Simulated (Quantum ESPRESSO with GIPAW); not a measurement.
**SnO2 (Cassiterite): NMR parameters from first principles**

Aim: the magnetic shielding of every site in SnO2 (Cassiterite).

What was measured: 119Sn span 134 ppm, in “207Pb and 119Sn Solid-State NMR and Relativistic Density Functional Theory Studies of the Historic Pigment Lead−Tin Yellow Type I and Its Reactivity in Oil Pain” (Catalano et al., J. Phys. Chem. A 118, 7952, 2014). 119Sn span 136 ppm, in “Spin–orbit effects on the 119Sn magnetic-shielding tensor in solids: a ZORA/DFT investigation” (2016; doi:10.1039/c6cp03807g), quoting earlier work. The 119Sn shift is -605 ppm against Me4Sn, in “207Pb and 119Sn Solid-State NMR and Relativistic Density Functional Theory Studies of the Historic Pigment Lead−Tin Yellow Type I and Its Reactivity in Oil Pain” (Catalano et al., J. Phys. Chem. A 118, 7952, 2014).

Method: DFT, PBEsol, plane-wave PAW (pslibrary 1.0.0 recipes), scalar-relativistic, GIPAW; a patched development version of the program, in Quantum ESPRESSO with GIPAW 8.0dev (patched build).

## (1) The starting structure

It takes space group P4_2/mnm (No. 136, tetragonal). Conventional cell: a = 4.738 Å, b = 4.738 Å, c = 3.187 Å, α = 90.00°, β = 90.00°, γ = 90.00°. Nearest to Sn lie 6 O at 2.05 to 2.06 Å. Nearest to O lie 3 Sn at 2.05 to 2.06 Å. Farther neighbours and most contacts between anions are not listed.

The cell is an entry of the Crystallography Open Database.

This structure had its atoms relaxed beforehand (DFT, PBEsol, plane-wave PAW (pslibrary 1.0.0 recipes), Quantum ESPRESSO with GIPAW), starting from the database entry, since shieldings follow bond lengths closely.

## (2) Self-consistent run

First the ground state. The response equations take the occupied wavefunctions as exact, so conv_thr is set much tighter than for an energy. No empty states are asked for: the response is solved without them. The mesh has a spacing of 0.15 Å⁻¹ at most. The PAW files were made with ld1.x from the pslibrary 1.0.0 recipes, with GIPAW reconstruction switched on.

scf.in

```
&control
  calculation = 'scf'
  prefix = 'x'
  outdir = './tmp/'
  pseudo_dir = './'
/
&system
  ibrav = 0
  nat = 6
  ntyp = 2
  ecutwfc = 55
  ecutrho = 330
  nbnd = 26
/
&electrons
  conv_thr = 1.0d-10
  mixing_beta = 0.7
  electron_maxstep = 100
/
ATOMIC_SPECIES
  Sn 118.710 Sn.pbesol-dn-kjpaw_psl.1.0.0-gipaw.UPF
  O 15.999 O.pbesol-n-kjpaw_psl.1.0.0-gipaw.UPF
CELL_PARAMETERS angstrom
  4.73800000 0.00000000 0.00000000
  0.00000000 4.73800000 0.00000000
  0.00000000 0.00000000 3.18650000
ATOMIC_POSITIONS crystal
  Sn 0.50000000 0.50000000 0.50000000
  Sn 0.00000000 0.00000000 0.00000000
  O 0.80562934 0.19437066 0.50000000
  O 0.69437066 0.69437066 -0.00000000
  O 0.19437066 0.80562934 0.50000000
  O 0.30562934 0.30562934 -0.00000000
K_POINTS automatic
  9 9 14 0 0 0
```

The run is started by

```console
> mpirun -np 4 pw.x -nk 4 -in scf.in > scf.out
```

Output:

```text
using ibrav=0 with symmetry is DISCOURAGED, use correct ibrav instead

     bravais-lattice index     =            0
     lattice parameter (alat)  =       8.9535  a.u.
     unit-cell volume          =     482.7259 (a.u.)^3
     number of atoms/cell      =            6
     number of atomic types    =            2
     number of electrons       =        52.00
     number of Kohn-Sham states=           26
     kinetic-energy cutoff     =      55.0000  Ry
     charge density cutoff     =     330.0000  Ry
     scf convergence threshold =      1.0E-10
     mixing beta               =       0.7000
     number of iterations used =            8  plain     mixing
     Exchange-correlation= SLA-PW-PSX-PSC
                           (   1   4  10   8   0   0   0)
[...]
Sn               14.00   118.71000     Sn( 1.00)
     O                 6.00    15.99900     O ( 1.00)

     16 Sym. Ops., with inversion, found ( 8 have fractional translation)
[...]
number of k points=   120

     Number of k-points >= 100: set verbosity='high' to print them.

     Dense  grid:    48943 G-vectors     FFT dimensions: (  54,  54,  36)

     Smooth grid:    26657 G-vectors     FFT dimensions: (  48,  48,  30)

     Check: negative core charge=   -0.000003

     Initial potential from superposition of free atoms

     starting charge      51.9975, renormalised to      52.0000
     Starting wfcs are   34 randomized atomic wfcs

     Self-consistent Calculation

     iteration #  1     ecut=    55.00 Ry     beta= 0.70
     Davidson diagonalization with overlap
     ethr =  1.00E-02,  avg # of iterations =  1.0

     total energy              =   -1036.86825902 Ry
     estimated scf accuracy    <       1.71059077 Ry

     iteration #  2     ecut=    55.00 Ry     beta= 0.70
     Davidson diagonalization with overlap
     ethr =  3.29E-03,  avg # of iterations =  5.9

     total energy              =   -1037.67520418 Ry
     estimated scf accuracy    <       1.52031888 Ry

     iteration #  3     ecut=    55.00 Ry     beta= 0.70
     Davidson diagonalization with overlap
     ethr =  2.92E-03,  avg # of iterations =  2.0

     total energy              =   -1037.55984221 Ry
     estimated scf accuracy    <       0.33338119 Ry

[...]
total energy              =   -1037.89716643 Ry
[...]
iteration # 29     ecut=    55.00 Ry     beta= 0.70
     Davidson diagonalization with overlap
     ethr =  2.76E-12,  avg # of iterations =  1.0

     total energy              =   -1037.89716643 Ry
     estimated scf accuracy    <          9.4E-10 Ry

     iteration # 30     ecut=    55.00 Ry     beta= 0.70
     Davidson diagonalization with overlap
     ethr =  1.80E-12,  avg # of iterations =  5.7

     End of self-consistent calculation
     [one-electron energies left out]

!    total energy              =   -1037.89716643 Ry
     total all-electron energy =    -25298.668755 Ry
     estimated scf accuracy    <          2.7E-11 Ry

     The total energy is the sum of the following terms:
     one-electron contribution =    -120.22920798 Ry
     hartree contribution      =     103.91555437 Ry
     xc contribution           =    -125.36423308 Ry
     ewald contribution        =    -307.59587775 Ry
     one-center paw contrib.   =    -588.62340200 Ry

     convergence has been achieved in  30 iterations
[...]
JOB DONE.
```

It took 2.9 min on 4 MPI ranks of Arm Neoverse V2, shared host; peak memory 0.74 GiB; 12 min of CPU time.

It converged in 30 cycles to an estimated accuracy of 3e-11 Ry, on 120 irreducible k-points.

## (3) GIPAW: job nmr

A uniform field breaks periodicity, so gipaw.x applies it as a wave of small q and takes the limit. It solves for the first-order states, builds the induced current and gets the field at each nucleus by Biot–Savart; the PAW spheres add what the smooth waves miss near the nuclei. pawproj makes the reconstruction use the PAW data sets' own projectors.

nmr.in

```
&inputgipaw
  job = 'nmr'
  prefix = 'x'
  tmp_dir = './tmp/'
  restart_mode = 'from_scratch'
  verbosity = 'low'
  q_gipaw = 0.01
  spline_ps = .true.
  conv_threshold = 1.0d-11
  use_nmr_macroscopic_shape = .false.
  pawproj(1) = .true.
  pawproj(2) = .true.
/
```

The run is started by

```console
> mpirun -np 4 gipaw.x -in nmr.in > nmr.out
```

Output:

```text
[banner, memory and clock lines left out]
[a note of our patched build left out]

     Parallelizing q-star over 1 images

     IMPORTANT: XC functional enforced from input :
     Exchange-correlation= PBESOL
                           (   1   4  10   8   0   0   0)
     Any further DFT definition will be discarded
     Please, verify this is what you really want

     Check: negative core charge=   -0.000003
[...]
alpha_pv=     42.2615 eV

     spline_ps is .false., expect some extrapolation errors

     q-space interpolation up to    66.00 Rydberg

     GIPAW job: nmr
     NMR macroscopic correction: no
[...]
Computing the magnetic susceptibility     isolve=0    ethr=  0.1000E-10
     Starting from scratch
     k-point #    1 of   120      pool #  1    cpu time:       0.9
[...]
End of magnetic susceptibility calculation

     f-sum rule (1st term):
           -44.5264          0.0000          0.0000
             0.0000        -44.5264          0.0000
             0.0000          0.0000        -44.5737

     f-sum rule (2nd term):
            -0.6758          0.0000          0.0000
             0.0000         -0.6758          0.0000
             0.0000          0.0000         -0.6282

     f-sum rule (should be   -45.1988):
           -45.2022          0.0000          0.0000
             0.0000        -45.2022          0.0000
             0.0000          0.0000        -45.2019

[... susceptibilities left out ...]
     Contributions to the NMR chemical shifts: -------------------------------

     Macroscopic shape contribution in ppm:                    0.00
             0.0000          0.0000          0.0000
             0.0000          0.0000          0.0000
             0.0000          0.0000          0.0000

     Core contribution in ppm:

     Atom  1  Sn  pos: (  0.500000  0.500000  0.336271)  core sigma:        5052.50
     Atom  2  Sn  pos: (  0.000000  0.000000  0.000000)  core sigma:        5052.50
     Atom  3  O   pos: (  0.805629  0.194371  0.336271)  core sigma:         270.50
     Atom  4  O   pos: (  0.694371  0.694371  0.000000)  core sigma:         270.50
     Atom  5  O   pos: (  0.194371  0.805629  0.336271)  core sigma:         270.50
     Atom  6  O   pos: (  0.305629  0.305629  0.000000)  core sigma:         270.50

     Bare contribution in ppm:

     Atom  1  Sn  pos: (  0.500000  0.500000  0.336271)  bare sigma:          86.05
[...]
Atom  2  Sn  pos: (  0.000000  0.000000  0.000000)  bare sigma:          86.05
[...]
Atom  3  O   pos: (  0.805629  0.194371  0.336271)  bare sigma:          25.32
[...]
Atom  4  O   pos: (  0.694371  0.694371  0.000000)  bare sigma:          25.32
[...]
Atom  5  O   pos: (  0.194371  0.805629  0.336271)  bare sigma:          25.32
[...]
Atom  6  O   pos: (  0.305629  0.305629  0.000000)  bare sigma:          25.32
[...]
Diamagnetic contribution in ppm:

     Atom  1  Sn  pos: (  0.500000  0.500000  0.336271)  dia sigma:         104.44
[...]
Atom  2  Sn  pos: (  0.000000  0.000000  0.000000)  dia sigma:         104.44
[...]
Atom  3  O   pos: (  0.805629  0.194371  0.336271)  dia sigma:          17.55
[...]
Atom  4  O   pos: (  0.694371  0.694371  0.000000)  dia sigma:          17.55
[...]
Atom  5  O   pos: (  0.194371  0.805629  0.336271)  dia sigma:          17.55
[...]
Atom  6  O   pos: (  0.305629  0.305629  0.000000)  dia sigma:          17.55
[...]
Paramagnetic contribution in ppm:

     Atom  1  Sn  pos: (  0.500000  0.500000  0.336271)  para sigma:        -101.92
[...]
Atom  2  Sn  pos: (  0.000000  0.000000  0.000000)  para sigma:        -101.92
[...]
Atom  3  O   pos: (  0.805629  0.194371  0.336271)  para sigma:          21.15
[...]
Atom  4  O   pos: (  0.694371  0.694371  0.000000)  para sigma:          21.15
[...]
Atom  5  O   pos: (  0.194371  0.805629  0.336271)  para sigma:          21.15
[...]
Atom  6  O   pos: (  0.305629  0.305629  0.000000)  para sigma:          21.15
[...]
Paramagnetic US occ-occ contribution in ppm:

     Atom  1  Sn  pos: (  0.500000  0.500000  0.336271)  para_oo sigma:         -12.05
[...]
Atom  2  Sn  pos: (  0.000000  0.000000  0.000000)  para_oo sigma:         -12.05
[...]
Atom  3  O   pos: (  0.805629  0.194371  0.336271)  para_oo sigma:          -0.79
[...]
Atom  4  O   pos: (  0.694371  0.694371  0.000000)  para_oo sigma:          -0.79
[...]
Atom  5  O   pos: (  0.194371  0.805629  0.336271)  para_oo sigma:          -0.79
[...]
Atom  6  O   pos: (  0.305629  0.305629  0.000000)  para_oo sigma:          -0.79
[...]
Paramagnetic US L_R Q_R contribution in ppm:

     Atom  1  Sn  pos: (  0.500000  0.500000  0.336271)  para_lq sigma:       -2160.75
[...]
Atom  2  Sn  pos: (  0.000000  0.000000  0.000000)  para_lq sigma:       -2160.75
[...]
Atom  3  O   pos: (  0.805629  0.194371  0.336271)  para_lq sigma:        -226.20
[...]
Atom  4  O   pos: (  0.694371  0.694371  0.000000)  para_lq sigma:        -226.20
[...]
Atom  5  O   pos: (  0.194371  0.805629  0.336271)  para_lq sigma:        -226.20
[...]
Atom  6  O   pos: (  0.305629  0.305629  0.000000)  para_lq sigma:        -226.20
[...]
Total NMR chemical shifts in ppm: ---------------------------------------
     (adopting the Simpson convention for anisotropy and asymmetry)-----------

     Atom  1  Sn  pos: (  0.500000  0.500000  0.336271)  Total sigma:        2968.27
          2931.2682         -7.2574          0.0000
            -7.2574       2931.2682          0.0000
             0.0000          0.0000       3042.2818

     Sn      1    anisotropy:    111.01    eta:    0.1961
[...]
Atom  2  Sn  pos: (  0.000000  0.000000  0.000000)  Total sigma:        2968.27
[... its tensor is left out ...]
     Atom  3  O   pos: (  0.805629  0.194371  0.336271)  Total sigma:         107.53
           102.1066        -48.5349          0.0000
           -48.5349        102.1066          0.0000
             0.0000         -0.0000        118.3796

     O       3    anisotropy:    -80.94    eta:    0.5979
[...]
Atom  4  O   pos: (  0.694371  0.694371  0.000000)  Total sigma:         107.53
[... its tensor is left out ...]
     Atom  5  O   pos: (  0.194371  0.805629  0.336271)  Total sigma:         107.53
[... its tensor is left out ...]
     Atom  6  O   pos: (  0.305629  0.305629  0.000000)  Total sigma:         107.53
[... its tensor is left out ...]
```

Run time: 24 min. Hardware: 4 MPI ranks; peak memory 0.33 GiB.

The f-sum rule is met to 0.0034 of 45.2 (0.008 %). Converged shieldings require that this miss be small, but a small miss does not prove them.

From the symmetric part of each tensor, with principal values σ11 ≤ σ22 ≤ σ33: σ_iso is their mean, the span is σ33 − σ11 and the skew 3(σ_iso − σ22)/span. (gipaw.x prints an anisotropy in another convention.)

| site | atom no. | atoms in cell | σ_iso (ppm) | span (ppm) | skew |
| --- | --- | --- | --- | --- | --- |
| Sn | 1 | 2 | 2968 | 118 | 0.75 |
| O | 3 | 4 | 107.5 | 97.1 | -0.34 |

The macroscopic shape term is switched off. For a spherical sample the valence susceptibility of this run would add about 12 ppm to every site, a rough estimate, since the susceptibility converges slowly and lacks part of the PAW terms. Differences within the crystal don't depend on it, but shieldings of different compounds can't be compared to better than a few ppm without it.

In this run the largest span among the lighter atoms is that of O (site symmetry m2m), with principal values 53.6, 118.4 and 150.6 ppm.

How the isotropic values are made up (ppm). The core part is that of the free atom's core; bare is the current of the smooth valence states; the last two are what the PAW spheres add to the diamagnetic and the paramagnetic current:

```csv
site,core,bare,"reconstruction, dia","reconstruction, para"
Sn,5052.5,86.1,104.4,-2274.7
O,270.5,25.3,17.5,-205.8
```

17O also has a quadrupolar coupling here. It is not given: on PAW files the efg job of this gipaw.x leaves out the augmentation charge of neighbouring atoms and can miss by tens of per cent.

## (4) NMR parameters by site

Covalently bonded atoms count as neighbours within 1.18 times the sum of their radii. Otherwise a cation's neighbours lie within 1.2 times its shortest bond (1.3 for large cations, each anion's radius taken off where they differ), and an anion's are the cations that count it.

| site | atom no. | atoms in cell | surroundings | bonds (Å) | σ_iso (ppm) |
| --- | --- | --- | --- | --- | --- |
| Sn | 1 | 2 | SnO6 | 2.05 to 2.06 | 2968 |
| O | 3 | 4 | bound to Sn3 | 2.05 to 2.06 | 107.5 |

Simulated spectrum: 119Sn MAS at 5 kHz, 20 T (319.3 MHz), lines broadened by 3 ppm; the axis counts ppm from the isotropic position of Sn, as −Δσ; rigid lattice, with dipolar and J couplings left out. Lines over 1.5 % of the strongest (ppm: area): 63: 0.04, 47: 0.19, 31: 0.80, 16: 1.00, 0: 0.51, -16: 0.15, -31: 0.53, -47: 0.32, -63: 0.19, -78: 0.06, -94: 0.02. Spinning sidebands lie 15.7 ppm apart.

## (5) Calculated and measured

```csv
quantity,site,measured,calculated,difference
119Sn span (ppm),Sn,134,118.3,-15.7
119Sn span (ppm),Sn,136,118.3,-17.7
```

Without a fitted line the measured shift still tests the calculation: for an exact theory σ + δ is one number for all compounds of a nucleus, up to the shape term, which is left out of σ and differs by some ppm between compounds.

| nucleus, site | σ_iso (ppm) | measured δ (ppm) | σ + δ (ppm) | σ + δ of other compounds, same level |
| --- | --- | --- | --- | --- |
| 119Sn, Sn | 2968 | -605 | 2363 | SnCl2 2477, SnH8N2Cl6 2114 |

## (6) Outcome

```yaml
119sn_shielding_without_shape_term: 2968 ppm
17o_shielding_without_shape_term: 107.5 ppm
```

**Reading.** 119Sn has one site (SnO6), with isotropic shielding 2968 ppm (shape term left out). A shift needs a reference, δ = σ_ref − σ, fixed on measured compounds; for 119Sn of this kind at this level too few were at hand, or they scattered too widely about a line, so none is given. For 119Sn, σ + δ is 2363 ppm here and 2296 ppm on average over 2 other sites: with that reference and slope one the shift would be off by -68 ppm, but those sites themselves spread over 364 ppm, so no one reference serves this kind. No sound run at another cutoff or mesh is at hand, so convergence rests on the f-sum rule and on experience with these files. Spin-orbit coupling is missing, which matters for Sn and for the light atoms bound to such centres. The scalar-relativistic files are used with non-relativistic response operators, which weighs most on the heavy atoms' own shieldings. This build of gipaw.x prints that it is not audited and that its numbers are no references by themselves. It also reports spline_ps as false although the input sets it; why was not traced.

[Banner, clock, file and message-heading lines were taken out of the pw.x and gipaw.x logs.]

[Logs are printed without paths, hosts, clocks, repeated set-up lines and the standing remarks that a program may print on its own settings, such as how far it seeks lower states.]

[Hosts, paths, dates, database ids (printed as entryN), source tags and the programs' standing remarks are cut or masked in the printed files.]

[Where no reference line passes its bar on scatter, no shift is given, so a measured shift of this compound may stand uncompared.]
